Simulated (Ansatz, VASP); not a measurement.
MgI2 in VASP and in Ansatz

```
CELL_PARAMETERS angstrom
4.27348 0.00000 0.00000
-2.13674 3.70094 0.00000
0.00000 0.00000 7.93479
ATOMIC_POSITIONS crystal
Mg 0.00000 0.00000 0.00000
I 0.33333 0.66667 0.77819
I 0.66667 0.33333 0.22181
```

Alike in both runs: task single point; functional PBE; k mesh 6 × 6 × 4; occupations gaussian, width 0.05 eV; no spin polarisation.

```csv
,VASP,Ansatz
version,VASP 6.6.1,Ansatz 0.2.0
potentials or method,"VASP PAW PBE potentials, release 64 (Mg, I)","scalar-relativistic, plane waves, PAW"
plane-wave cutoff (eV),520,520
valence electrons in the cell,16,44
```

Ansatz gave:

| Quantity | Value |
| --- | --- |
| gap on the k mesh at the Fermi level (eV) | 3.40 |
| least direct gap on the mesh (eV) | 3.40 |
| pressure (GPa) | -1.7 |
| largest component of the traceless stress (GPa) | 0.40 |
| rms of the force components (eV/Å) | 0.217 |

Problem. What did VASP give for the same quantities?

Solution. gap on the k mesh at the Fermi level (eV): 3.38; least direct gap on the mesh (eV): 3.38; pressure (GPa): -1.7; largest component of the traceless stress (GPa): 0.39; rms of the force components (eV/Å): 0.221.

Atom by atom the forces differ by 0.005 eV/Å (rms over components). The two sets of potentials don't hold the same shells in valence.

Caveats: spin-orbit coupling is left out, which moves the levels of the heavy elements; this functional lacks dispersion, which binds the layers, so the pressure and a relaxed spacing across them are unreliable. A k mesh can miss the band edges.
